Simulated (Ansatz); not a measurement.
I in several cubic structure types, each at its own equilibrium volume.

Computed with PBE, plane waves, PAW datasets (generated soft set 1) in Ansatz.

Settings: cutoff 420 eV; no spin polarisation; Fermi–Dirac smearing of 0.0612 eV; k-meshes 37³ (bcc), 24³ (diamond), 36³ (fcc).

Problem. Rank the structures by energy per atom, lowest first.
A. diamond
B. bcc
C. fcc

Solution. B (0.0 meV/atom), C (17.8 meV/atom), A (80 meV/atom).

Problem. Give the equilibrium volume and bulk modulus of each.

Solution. 
```
structure  V₀ (Å³/atom)  B₀ (GPa)
      bcc         35.98        23
  diamond         60.56      10.9
      fcc         35.10        23
```

Only these cubic types are compared here; the real ground state can be another structure or magnetic.

Model structures, not the usual forms at ambient conditions (metastable or hypothetical): I (bcc type), I (diamond type), I (fcc type). Spin polarisation is left out, and a magnetic state may lie lower.
